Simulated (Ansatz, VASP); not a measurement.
**Cs: VASP beside Ansatz**

```xyz
1
Lattice="4.7351 0.0000 0.0000 0.0000 4.7351 0.0000 0.0000 0.0000 4.7351" Properties=species:S:1:pos:R:3 pbc="T T T"
Cs    0.0000    0.0000    0.0000
```

Alike in both runs: task single point; functional PBEsol; k mesh 10 × 10 × 10; occupations gaussian, width 0.1 eV; no spin polarisation.

```csv
,VASP,Ansatz
version,VASP 6.6.1,Ansatz 0.2.0
potentials or method,"VASP PAW PBE potentials, release 64 (Cs_sv)","scalar-relativistic, plane waves, PAW"
plane-wave cutoff (eV),520,420
valence electrons in the cell,9,9
```

|  | VASP | Ansatz | Ansatz less VASP |
| --- | --- | --- | --- |
| gap on the k mesh at the Fermi level (eV) | none | none | - |
| pressure (GPa) | 0.2 | 0.2 | 0.00 |

A gap of «none» marks a metal or a gap that the smearing closes.

Caveats: the PAW data sets were made with another functional, which shifts forces and pressure a little (VASP). The runs have no spin-orbit coupling, so splittings on Cs are missing.
